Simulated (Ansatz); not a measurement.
# ZnO2: a relaxation

The task: find the equilibrium cell of ZnO2.

Computed with Ansatz 0.2.0 (DFT PBEsol, scalar-relativistic, plane waves, PAW, unless a step's input says otherwise).

### 1 The system as given

The structure is cubic, space group Pa-3 (No. 205). Conventional cell: a = 4.957 Å, b = 4.957 Å, c = 4.957 Å, α = 90.00°, β = 90.00°, γ = 90.00°. Zn (site symmetry -3) has 6 O at 2.14 Å in its first shell of neighbours. O (site symmetry 3) has 1 O at 1.50 Å and 3 Zn at 2.14 Å in its first shell of neighbours.

As a file:

```xyz
12
Lattice="4.9573 0.0000 0.0000 0.0000 4.9573 0.0000 0.0000 0.0000 4.9573" Properties=species:S:1:pos:R:3 pbc="T T T"
Zn    0.0000    2.4787    2.4787
Zn    2.4787    2.4787    0.0000
Zn    2.4787    0.0000    2.4787
Zn    0.0000    0.0000    0.0000
O     2.0453    0.4334    4.5240
O     0.4334    4.5240    2.0453
O     4.5240    2.0453    0.4334
O     2.9120    2.9120    2.9120
O     2.0453    2.0453    2.0453
O     0.4334    2.9120    4.5240
O     4.5240    0.4334    2.9120
O     2.9120    4.5240    0.4334
```

The structure comes from the Materials Project (structure only).

(A quick probe on a coarse mesh, which set the mesh and smearing, is not shown.)

### 3 Coarse relaxation

Contents of input.yaml:

```yaml
crystal:
  lattice:
    - [4.957327, 0.0, 0.0]
    - [0.0, 4.957327, 0.0]
    - [0.0, 0.0, 4.957327]
  atoms:
    - { symbol: Zn, position: [0.0, 0.5, 0.5] }
    - { symbol: Zn, position: [0.5, 0.5, 0.0] }
    - { symbol: Zn, position: [0.5, 0.0, 0.5] }
    - { symbol: Zn, position: [0.0, 0.0, 0.0] }
    - { symbol: O, position: [0.412583, 0.087417, 0.912583] }
    - { symbol: O, position: [0.087417, 0.912583, 0.412583] }
    - { symbol: O, position: [0.912583, 0.412583, 0.087417] }
    - { symbol: O, position: [0.587417, 0.587417, 0.587417] }
    - { symbol: O, position: [0.412583, 0.412583, 0.412583] }
    - { symbol: O, position: [0.087417, 0.587417, 0.912583] }
    - { symbol: O, position: [0.912583, 0.087417, 0.587417] }
    - { symbol: O, position: [0.587417, 0.912583, 0.087417] }
basis:
  ecutwfc: 420
kpoints:
  mp_grid: { grid: [4, 4, 4] }
hamiltonian:
  xc: pbesol
scf:
  occupations: { method: gaussian, width: 0.1 }
output:
  forces: true
  stress: true
  eigenvalues: true
relax:
  adjacent_minimum: "off"
  f_tol: 0.05
  max_steps: 80
  cell: { stress_tol: 0.5 }
```

Command:

```sh
$ ansatz run input.yaml --threads 2 --pin off --max-ram 5120MiB --backend cpu --events-out ev --progress --plain --runs-dir out
```

Further runs follow: full relaxation.

**Question.** What will these runs give? Wanted: relaxed cell; volume; formation energy; gap on the mesh.

The runs gave:

| quantity | value |
| --- | --- |
| relaxed cell | a = 4.869 Å, b = 4.869 Å, c = 4.869 Å, α = 90.00°, β = 90.00°, γ = 90.00° |
| space group (0.01 Å) | Pa-3 (No. 205) |
| volume | 9.62 Å³/atom |
| formation energy (elements from runs with the same settings, not shown) | -0.80 eV/atom |
| gap on the mesh | 2.23 eV |

What this shows: The cell shrank by 5.3 % in volume on relaxing.

The gaps are Kohn-Sham values of a semilocal functional, not quasiparticle or optical gaps. Such gaps usually fall short of the measured ones.
